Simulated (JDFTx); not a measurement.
# MnS (F-43m) in JDFTx: tuning qKerker

Aim: find the choice of qKerker that runs MnS fastest, at PBE. This setting moves, with any that are tied to it; all else stays.

All numbers are computed with JDFTx 1.7.0 (patched build); they aren't measurements. Logs are shortened: lines on timing, memory, paths and dates and some standing lists are left out, and cuts for length are marked. The log counts tension as positive stress, the text compression.

## Step 1: Starting point

The structure is cubic, space group F-43m (No. 216). The conventional cell has a = 4.947 Å, b = 4.947 Å, c = 4.947 Å, α = 90.00°, β = 90.00°, γ = 90.00°. Mn (site symmetry -43m) has 4 S at 2.14 Å as nearest neighbours. S (site symmetry -43m) has 4 Mn at 2.14 Å as nearest neighbours.

The cell is a database's computed one.

## Step 2: With qKerker 0

MnS.in

```
lattice \
    0.0000000000     4.6741684414     4.6741684414 \
    4.6741684414     0.0000000000     4.6741684414 \
    4.6741684414     4.6741684414     0.0000000000
coords-type Lattice
ion Mn     0.0000000000     0.0000000000     0.0000000000 1
ion S      0.7500000000     0.7500000000     0.7500000000 1

ion-species pseudo/Mn.upf
ion-species pseudo/S.upf
elec-cutoff 48 384
elec-ex-corr gga-PBE
kpoint-folding 9 9 9
elec-smearing Fermi 0.0018374661
elec-n-bands 19
spintype z-spin
initial-magnetic-moments Mn 4
elec-initial-magnetization 4 no
electronic-SCF nIterations 100 energyDiffThreshold 1e-09 qKerker 0
electronic-minimize nIterations 30 energyDiffThreshold 1e-7
forces-output-coords Cartesian

dump-name run.$VAR
dump End Ecomponents EigStats BandEigs Kpoints Forces Stress
```

Potentials or basis: PseudoDojo-SR-PBE-0.5-standard with smoothed tails.

Launch:

```
jdftx -c 4 -i MnS.in -o MnS.out
```

The log of the run:

```text
*************** JDFTx 1.7.0 (patched build) ***************

Input parsed successfully to the following command list (including defaults):
[... the input with its defaults ...]

---------- Setting up symmetries ----------

Found 48 point-group symmetries of the bravais lattice
Found 24 space-group symmetries with basis
Applied RMS atom displacement 0 bohrs to make symmetries exact.

---------- Initializing the Grid ----------
R =
[            0      4.67417      4.67417  ]
[      4.67417            0      4.67417  ]
[      4.67417      4.67417            0  ]
unit cell volume = 204.241
G =
[  -0.672118   0.672118   0.672118  ]
[   0.672118  -0.672118   0.672118  ]
[   0.672118   0.672118  -0.672118  ]
Minimum fftbox size, Smin = [  60  60  60  ]
Chosen fftbox size, S = [  60  60  60  ]

---------- Initializing tighter grid for wavefunction operations ----------
R =
[            0      4.67417      4.67417  ]
[      4.67417            0      4.67417  ]
[      4.67417      4.67417            0  ]
unit cell volume = 204.241
G =
[  -0.672118   0.672118   0.672118  ]
[   0.672118  -0.672118   0.672118  ]
[   0.672118   0.672118  -0.672118  ]
Minimum fftbox size, Smin = [  44  44  44  ]
Chosen fftbox size, S = [  48  48  48  ]

---------- Exchange Correlation functional ----------
Initalized PBE GGA exchange.
Initalized PBE GGA correlation.

---------- Setting up pseudopotentials ----------
Width of ionic core gaussian charges (only for fluid interactions / plotting) set to 0

Reading pseudopotential file 'pseudo/Mn.upf':
  'Mn' pseudopotential, 'PBE' functional
  Generated using ONCVPSP code by D. R. Hamann
  15 valence electrons, 4 orbitals, 6 projectors, 1001 radial grid points, with lMax = 2
    3S    l: 0   occupation:  2.0   eigenvalue: -3.156011
    3P    l: 1   occupation:  6.0   eigenvalue: -2.006265
    3D    l: 2   occupation:  5.0   eigenvalue: -0.248833
    4S    l: 0   occupation:  2.0   eigenvalue: -0.187687
  Core radius for overlap checks: 1.55 bohrs.

Reading pseudopotential file 'pseudo/S.upf':
  'S' pseudopotential, 'PBE' functional
  Generated using ONCVPSP code by D. R. Hamann
  6 valence electrons, 2 orbitals, 6 projectors, 1001 radial grid points, with lMax = 2
    3S    l: 0   occupation:  2.0   eigenvalue: -0.634163
    3P    l: 1   occupation:  4.0   eigenvalue: -0.257567
  Core radius for overlap checks: 1.43 bohrs.

Initialized 2 species with 2 total atoms.

Folded 1 k-points by 9x9x9 to 729 k-points.

---------- Setting up k-points, bands, fillings ----------
Adding inversion symmetry to k-mesh for non-inversion-symmetric unit cell.
Reduced to 35 k-points under symmetry.
Computing the number of bands and number of electrons
Calculating initial fillings.
nElectrons:  21.000000   nBands: 19   nStates: 70

----- Setting up reduced wavefunction bases (one per k-point) -----
average nbasis = 3245.112 , ideal nbasis = 3244.135

---------- Setting up ewald sum ----------
Optimum gaussian width for ewald sums = 2.122926 bohr.
Real space sum over 1331 unit cells with max indices [  5  5  5  ]
Reciprocal space sum over 2197 terms with max indices [  6  6  6  ]

---------- Allocating electronic variables ----------
Initializing wave functions:  linear combination of atomic orbitals
Note: number of bands (19) exceeds available atomic orbitals (14)
Mn (M=4) pseudo-atom majority spin occupations:   s ( 1 0.5 )  p ( 3 )  d ( 5 )
Mn (M=4) pseudo-atom minority spin occupations:   s ( 1 0 )  p ( 3 )  d ( 1.5 )
S pseudo-atom occupations:   s ( 2 )  p ( 4 )
	FillingsUpdate:  mu: +1.155874496  nElectrons: 21.000000  magneticMoment: [ Abs: 0.28943  Tot: +0.28943 ]
LCAOMinimize: Iter:   0  F: -107.2902105402955044  |grad|_K:  1.566e-02  alpha:  1.000e+00
	FillingsUpdate:  mu: +1.043356128  nElectrons: 21.000000  magneticMoment: [ Abs: 0.31119  Tot: +0.31119 ]
LCAOMinimize: Iter:   1  F: -108.8203247939342759  |grad|_K:  2.359e-02  alpha:  1.584e-01  linmin: -2.000e-01  cgtest:  5.084e-01
	FillingsUpdate:  mu: +0.357391542  nElectrons: 21.000000  magneticMoment: [ Abs: 2.54022  Tot: +2.53248 ]
[... 30 lines of inner loops ...]
LCAOMinimize: Iter:  14  F: -114.0760470357191565  |grad|_K:  5.984e-06  alpha:  6.951e-01  linmin: -4.952e-05  cgtest: -1.232e-02
	FillingsUpdate:  mu: +0.493926174  nElectrons: 21.000000  magneticMoment: [ Abs: 3.50534  Tot: +3.50501 ]
LCAOMinimize: Iter:  15  F: -114.0760472587161019  |grad|_K:  2.086e-06  alpha:  4.929e-01  linmin:  2.179e-06  cgtest:  6.436e-03
LCAOMinimize: Converged (|Delta F|<1.000000e-06 for 2 iters).

-------- Electronic minimization -----------
Will mix electronic density at each iteration.
	FillingsUpdate:  mu: +0.493926174  nElectrons: 21.000000  magneticMoment: [ Abs: 3.50534  Tot: +3.50501 ]
	FillingsUpdate:  mu: +0.475599032  nElectrons: 21.000000  magneticMoment: [ Abs: 3.50534  Tot: +3.50501 ]
SCF: Cycle:  0   F: -114.144480152597694   dF: -6.843e-02   |Residual|: 2.149e-01   |deigs|: 1.932e-01
	FillingsUpdate:  mu: +0.423066183  nElectrons: 21.000000  magneticMoment: [ Abs: 2.93895  Tot: +2.85011 ]
SCF: Cycle:  1   F: -114.124232214461571   dF: +2.025e-02   |Residual|: 1.654e-01   |deigs|: 5.250e-02
	FillingsUpdate:  mu: +0.459956690  nElectrons: 21.000000  magneticMoment: [ Abs: 2.58319  Tot: +2.43149 ]
SCF: Cycle:  2   F: -114.159850053921048   dF: -3.562e-02   |Residual|: 1.120e-01   |deigs|: 3.755e-02
	FillingsUpdate:  mu: +0.441959050  nElectrons: 21.000000  magneticMoment: [ Abs: 1.97664  Tot: +1.83021 ]
SCF: Cycle:  3   F: -114.172732165992542   dF: -1.288e-02   |Residual|: 5.607e-02   |deigs|: 1.729e-02
	FillingsUpdate:  mu: +0.441728724  nElectrons: 21.000000  magneticMoment: [ Abs: 1.90905  Tot: +1.76388 ]
SCF: Cycle:  4   F: -114.172932058980024   dF: -1.999e-04   |Residual|: 5.553e-02   |deigs|: 1.889e-03
	FillingsUpdate:  mu: +0.442278868  nElectrons: 21.000000  magneticMoment: [ Abs: 2.01209  Tot: +1.87077 ]
SCF: Cycle:  5   F: -114.172612891401940   dF: +3.192e-04   |Residual|: 5.470e-02   |deigs|: 1.515e-03
	FillingsUpdate:  mu: +0.439169190  nElectrons: 21.000000  magneticMoment: [ Abs: 1.60611  Tot: +1.44287 ]
SCF: Cycle:  6   F: -114.173630989875377   dF: -1.018e-03   |Residual|: 5.978e-02   |deigs|: 4.763e-03
	FillingsUpdate:  mu: +0.453736155  nElectrons: 21.000000  magneticMoment: [ Abs: 3.73035  Tot: +3.51031 ]
SCF: Cycle:  7   F: -114.166954653594061   dF: +6.676e-03   |Residual|: 1.358e-01   |deigs|: 2.487e-02
	FillingsUpdate:  mu: +0.441885714  nElectrons: 21.000000  magneticMoment: [ Abs: 1.50298  Tot: +1.20727 ]
SCF: Cycle:  8   F: -114.174626379515928   dF: -7.672e-03   |Residual|: 5.604e-02   |deigs|: 2.674e-02
	FillingsUpdate:  mu: +0.445739601  nElectrons: 21.000000  magneticMoment: [ Abs: 2.15111  Tot: +1.94483 ]
SCF: Cycle:  9   F: -114.172753957615598   dF: +1.872e-03   |Residual|: 4.324e-02   |deigs|: 7.988e-03
	FillingsUpdate:  mu: +0.438774141  nElectrons: 21.000000  magneticMoment: [ Abs: 0.89236  Tot: +0.64411 ]
[... 21 lines left out ...]
	FillingsUpdate:  mu: +0.433180997  nElectrons: 21.000000  magneticMoment: [ Abs: 0.27999  Tot: +0.25494 ]
SCF: Cycle: 21   F: -114.177055890834040   dF: -4.607e-07   |Residual|: 2.079e-03   |deigs|: 1.431e-05
	FillingsUpdate:  mu: +0.433163685  nElectrons: 21.000000  magneticMoment: [ Abs: 0.27711  Tot: +0.25214 ]
SCF: Cycle: 22   F: -114.177055768832091   dF: +1.220e-07   |Residual|: 2.290e-03   |deigs|: 2.898e-05
	FillingsUpdate:  mu: +0.433163945  nElectrons: 21.000000  magneticMoment: [ Abs: 0.27278  Tot: +0.24763 ]
SCF: Cycle: 23   F: -114.177055227194884   dF: +5.416e-07   |Residual|: 2.660e-03   |deigs|: 5.748e-05
	FillingsUpdate:  mu: +0.433216745  nElectrons: 21.000000  magneticMoment: [ Abs: 0.28111  Tot: +0.25630 ]
SCF: Cycle: 24   F: -114.177055931269166   dF: -7.041e-07   |Residual|: 1.854e-03   |deigs|: 9.281e-05
	FillingsUpdate:  mu: +0.433295510  nElectrons: 21.000000  magneticMoment: [ Abs: 0.30173  Tot: +0.27782 ]
SCF: Cycle: 25   F: -114.177056635421437   dF: -7.042e-07   |Residual|: 4.356e-04   |deigs|: 2.371e-04
	FillingsUpdate:  mu: +0.433262574  nElectrons: 21.000000  magneticMoment: [ Abs: 0.29646  Tot: +0.27232 ]
SCF: Cycle: 26   F: -114.177056694154373   dF: -5.873e-08   |Residual|: 1.053e-04   |deigs|: 5.869e-05
	FillingsUpdate:  mu: +0.433267819  nElectrons: 21.000000  magneticMoment: [ Abs: 0.29689  Tot: +0.27265 ]
SCF: Cycle: 27   F: -114.177056696270441   dF: -2.116e-09   |Residual|: 3.967e-05   |deigs|: 6.241e-06
	FillingsUpdate:  mu: +0.433262597  nElectrons: 21.000000  magneticMoment: [ Abs: 0.29628  Tot: +0.27196 ]
SCF: Cycle: 28   F: -114.177056696611103   dF: -3.407e-10   |Residual|: 4.119e-05   |deigs|: 7.443e-06
	FillingsUpdate:  mu: +0.433264178  nElectrons: 21.000000  magneticMoment: [ Abs: 0.29660  Tot: +0.27235 ]
SCF: Cycle: 29   F: -114.177056696988913   dF: -3.778e-10   |Residual|: 9.160e-06   |deigs|: 3.599e-06
SCF: Converged (|Delta E|<1.000000e-09 for 2 iters).

Setting wave functions to eigenvectors of Hamiltonian

# Stress tensor in Cartesian coordinates [Eh/a0^3]:
[ -9.69004e-05            0            0  ]
[            0 -9.69004e-05            0  ]
[            0            0 -9.69004e-05  ]

# Ionic positions in lattice coordinates:
ion Mn   0.000000000000000   0.000000000000000   0.000000000000000 1
ion S   0.750000000000000   0.750000000000000   0.750000000000000 1

# Forces in Cartesian coordinates:
force Mn   0.000000000000000   0.000000000000000  -0.000000000000000 1
force S   0.000000000000000  -0.000000000000000  -0.000000000000000 1

# Energy components:
   Eewald =      -71.7238527430503865
       EH =       36.4468621940399444
     Eloc =     -109.7845300575033463
      Enl =       -5.6652202596212256
      Exc =      -21.4770504556966344
 Exc_core =        5.7625319437118252
       KE =       52.2649123751898230
-------------------------------------
     Etot =     -114.1763470029300152
       TS =        0.0007096940588924
-------------------------------------
        F =     -114.1770566969889131

IonicMinimize: Iter:   0  F: -114.177056696988913  |grad|_K:        nan
IonicMinimize: None of the convergence criteria satisfied after 0 iterations.

#--- Lowdin population analysis ---
# oxidation-state Mn +0.379
# magnetic-moments Mn +0.278
# oxidation-state S -0.098
# magnetic-moments S -0.009

Dumping 'run.eigStats' ...
	eMin: -2.472467 at state 0 ( [ +0.000000 +0.000000 +0.000000 ] spin 1 )
	HOMO: +0.432013 at state 68 ( [ +0.111111 +0.444444 -0.333333 ] spin -1 )
	mu  : +0.433264
	LUMO: +0.433336 at state 57 ( [ +0.000000 +0.333333 -0.333333 ] spin -1 )
	eMax: +1.012725 at state 69 ( [ +0.222222 +0.444444 -0.333333 ] spin -1 )
	HOMO-LUMO gap: +0.001323
	Optical gap  : +0.003826 at state 55 ( [ +0.000000 +0.333333 +0.444444 ] spin -1 )
Done!
```

Wall time 6.5 min (4 threads of Arm Neoverse N1, host not shared); peak memory 0.26 GiB.

What came out:

```
Free energy            : -3106.9160 eV
Pressure               : 2.9 GPa
Band gap on the k mesh : none (metal or under the smearing width)
Net moment             : 0.27 μB per cell
Absolute moment        : 0.30 μB per cell
Site moments           : Mn +0.28; S -0.01 μB
```

## Step 3: With qKerker 0.3 1/bohr

MnS.in: that of step 2 with these lines changed.

```diff
@@ -18,3 +18,3 @@
 elec-initial-magnetization 4 no
-electronic-SCF nIterations 100 energyDiffThreshold 1e-09 qKerker 0
+electronic-SCF nIterations 100 energyDiffThreshold 1e-09 qKerker 0.3
 electronic-minimize nIterations 30 energyDiffThreshold 1e-7
```

Potentials or basis: PseudoDojo-SR-PBE-0.5-standard with smoothed tails.

Launch:

```
jdftx -c 4 -i MnS.in -o MnS.out
```

It took 6.3 min on 4 threads of Arm Neoverse N1, host not shared; peak memory 0.26 GiB.

It converged, with:

- Free energy: -3106.9160 eV
- Pressure: 2.9 GPa
- Band gap on the k mesh: none (metal or under the smearing width)
- Net moment: 0.27 μB per cell
- Absolute moment: 0.30 μB per cell
- Site moments: Mn +0.28; S -0.01 μB

## Step 4: With qKerker 0.8 1/bohr

MnS.in: that of step 3 with these lines changed.

```diff
@@ -18,3 +18,3 @@
 elec-initial-magnetization 4 no
-electronic-SCF nIterations 100 energyDiffThreshold 1e-09 qKerker 0.3
+electronic-SCF nIterations 100 energyDiffThreshold 1e-09 qKerker 0.8
 electronic-minimize nIterations 30 energyDiffThreshold 1e-7
```

Launch:

```
jdftx -c 4 -i MnS.in -o MnS.out
```

It took 7.5 min on 4 threads of Arm Neoverse N1, host not shared; peak memory 0.26 GiB.

Results (log left out):

* Free energy: -3106.9160 eV
* Pressure: 2.9 GPa
* Band gap on the k mesh: none (metal or under the smearing width)
* Net moment: 0.27 μB per cell
* Absolute moment: 0.30 μB per cell
* Site moments: Mn +0.28; S -0.01 μB

## Step 5: With qKerker 1.5 1/bohr

MnS.in: that of step 4 with these lines changed.

```diff
@@ -18,3 +18,3 @@
 elec-initial-magnetization 4 no
-electronic-SCF nIterations 100 energyDiffThreshold 1e-09 qKerker 0.8
+electronic-SCF nIterations 100 energyDiffThreshold 1e-09 qKerker 1.5
 electronic-minimize nIterations 30 energyDiffThreshold 1e-7
```

Launch:

```
jdftx -c 4 -i MnS.in -o MnS.out
```

Run time: 7.2 min. Hardware: 4 threads of Arm Neoverse N1, host not shared; peak memory 0.25 GiB.

It converged, with:

* Free energy: -3106.9160 eV
* Pressure: 2.9 GPa
* Band gap on the k mesh: none (metal or under the smearing width)
* Net moment: 0.27 μB per cell
* Absolute moment: 0.30 μB per cell
* Site moments: Mn +0.28; S -0.01 μB

## Step 6: With qKerker 3

MnS.in: that of step 5 with these lines changed.

```diff
@@ -18,3 +18,3 @@
 elec-initial-magnetization 4 no
-electronic-SCF nIterations 100 energyDiffThreshold 1e-09 qKerker 1.5
+electronic-SCF nIterations 100 energyDiffThreshold 1e-09 qKerker 3
 electronic-minimize nIterations 30 energyDiffThreshold 1e-7
```

Potentials or basis: PseudoDojo-SR-PBE-0.5-standard with smoothed tails.

Launch:

```
jdftx -c 4 -i MnS.in -o MnS.out
```

Wall time 10 min (4 threads of Arm Neoverse N1, host not shared); peak memory 0.26 GiB.

The run converged. Its results:

```yaml
Free_energy: -3106.9160 eV
Pressure: 2.9 GPa
Band_gap_on_the_k_mesh: none (metal or under the smearing width)
Net_moment: 0.27 μB per cell
Absolute_moment: 0.30 μB per cell
Site_moments: Mn +0.28; S -0.01 μB
```

## Step 7: The series at a glance

```
   qKerker  energy less the last converged row (meV/atom)  SCF cycles  wall time (s)  peak memory (GiB)
         0                                           0.00          30            390               0.26
0.3 1/bohr                                           0.00          29            380               0.26
0.8 1/bohr                                           0.00          36            450               0.26
1.5 1/bohr                                           0.00          34            430               0.25
         3                                           0.00          52            610               0.26
```

Fastest here: 0.3 1/bohr (380 s), level within noise with 0, 0.8 1/bohr, 1.5 1/bohr; slowest of those that converged: 3 (610 s). These are single runs, one after another on one machine, so differences under about a fifth mean little.

Caveats: the moment fell far below its start of 4 μB, so a state of higher moment may lie lower in energy; semilocal functionals often make such compounds metallic where correlation or magnetic order opens a gap, which also shifts bond lengths.
